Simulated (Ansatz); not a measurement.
Si5C and its competing phases

Level of theory: Ansatz, DFT PBE, scalar-relativistic, plane waves, PAW. All cells share a 420 eV cutoff and Γ-centred k meshes spaced at most about 0.3 Å⁻¹ (about 0.25 or finer for metals, 2π included). No spin polarisation.

Energies over the elements count from the elements' standard structures at the same level, with no fitted energy shifts.

These are static total energies at zero pressure. The reference form of C is held partly by dispersion forces, which this level lacks.

The competitors are the elements and 2 reference phases of this chemical system (from databases or known types: Si7C, SiC), relaxed at the same level; other known phases may be missing.

The candidate was reached from: Si and C ordered on fcc sites.

```cif
data_structure
_symmetry_space_group_name_H-M 'P4/mmm'
_symmetry_Int_Tables_number 123
_cell_length_a 2.7569
_cell_length_b 2.7569
_cell_length_c 9.9819
_cell_angle_alpha 90.000
_cell_angle_beta 90.000
_cell_angle_gamma 90.000
_cell_volume 75.87
loop_
_atom_site_label
_atom_site_type_symbol
_atom_site_symmetry_multiplicity
_atom_site_Wyckoff_symbol
_atom_site_fract_x
_atom_site_fract_y
_atom_site_fract_z
_atom_site_occupancy
Si1 Si 2 h 0.50000 0.50000 0.11792 1
Si2 Si 2 g 0.00000 0.00000 0.31531 1
Si3 Si 1 d 0.50000 0.50000 0.50000 1
C1 C 1 a 0.00000 0.00000 0.00000 1
```

**Question.** Is it stable, and against what?

**Answer.** Not stable. Its formation energy is 0.920 eV/atom. The lowest competing mixture at this composition is this:

```csv
phase,space group,source,share of atoms,ΔE_f (eV/atom)
Si,-,element,0.6667,-0.0007
SiC,P6_3mc (No. 186),Materials Project,0.3333,-0.204
```

The lowest database cell of Si (-0.0007) lies slightly below the reference, hence the non-zero entry.

The mixture lies at -0.068 eV/atom, and the candidate lies 0.99 eV/atom above it. The candidate matches no cell in the subsets of the Crystallography Open Database and the Materials Project at hand. A phase this far over the hull is unlikely to be made. It holds Si–Si pairs (shortest 2.35 Å).
